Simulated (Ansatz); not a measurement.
ZnS (wurtzite), relaxed with r2SCAN in Ansatz. Space group P6_3mc (No. 186), hexagonal; a = 3.805 Å, c = 6.244 Å in the conventional setting, 19.58 Å³ an atom. Zn has 4 S at 2.33–2.34 Å; S has 4 Zn at 2.33–2.34 Å.

The axes x, y and z are those of this cell:
```xyz
4
Lattice="3.8055 0.0000 0.0000 -1.9027 3.2956 0.0000 0.0000 0.0000 6.2440" Properties=species:S:1:pos:R:3 pbc="T T T"
Zn    0.0000    2.1971    0.0021
Zn    1.9027    1.0985    3.1241
S     0.0000    2.1971    2.3394
S     1.9027    1.0985    5.4614
```

Unstrained: PBE gives a direct gap of 2.213 eV at Γ. r2SCAN gives a direct gap of 2.781 eV at Γ. HSE06 gives a direct gap of 3.444 eV at Γ. Meshes: PBE 12×12×4, r2SCAN 12×12×4, HSE06 6×6×4. Strains are changes of length per length, and xy shears are angles. After each strain the atoms were relaxed again with r2SCAN within the symmetry that the strain leaves, so tilts or polar shifts that break it weren't tested; points keep the names that they have in the unstrained zone. (Simulation; spin polarisation is off.)

Problem. Apply uniaxial -2.5 % along z, other directions held. How far does the gap move, against the unstrained cell?

Solution. PBE: the gap goes from 2.213 to 2.358 eV (+0.145 eV); with r2SCAN the top three valence levels at Γ, grouped 2+1 from the top over 85 meV, become 1+2 over 35 meV. r2SCAN: the gap goes from 2.781 to 2.934 eV (+0.153 eV). HSE06: the gap goes from 3.444 to 3.596 eV (+0.152 eV). The r2SCAN energy rises by 6.1 meV an atom.

Problem. Apply xy shear, engineering strain (angle) -2.0 %. How far does the gap move, against the unstrained cell?

Solution. PBE: the gap goes from 2.213 to 2.168 eV (-0.045 eV); with r2SCAN the top three valence levels at Γ, grouped 2+1 from the top over 85 meV, become 1+1+1 over 129 meV. r2SCAN: the gap goes from 2.781 to 2.734 eV (-0.047 eV). HSE06: the gap goes from 3.444 to 3.396 eV (-0.048 eV). The r2SCAN energy rises by 0.8 meV an atom.

Problem. Estimate what epitaxial +2.0 % in the xy plane, free normal strain -1.09 % does to the gap.

Solution. PBE: the gap goes from 2.213 to 2.097 eV (-0.116 eV); with r2SCAN the top three valence levels at Γ, grouped 2+1 from the top over 85 meV, become 1+2 over 57 meV. r2SCAN: the gap goes from 2.781 to 2.659 eV (-0.122 eV). HSE06: the gap goes from 3.444 to 3.313 eV (-0.131 eV). The r2SCAN energy rises by 7.4 meV an atom.

Problem. Estimate what uniaxial +5.0 % along x, other directions held does to the gap.

Solution. PBE: the gap goes from 2.213 to 1.950 eV (-0.263 eV); with r2SCAN the top three valence levels at Γ, grouped 2+1 from the top over 85 meV, become 1+1+1 over 170 meV. r2SCAN: the gap goes from 2.781 to 2.506 eV (-0.275 eV). HSE06: the gap goes from 3.444 to 3.159 eV (-0.285 eV). The r2SCAN energy rises by 17.9 meV an atom.

The meshes of the hybrids are coarse, so their gaps aren't converged to the digits shown.

The splittings at Γ are without spin-orbit coupling, which regroups them where it is of like size or larger.
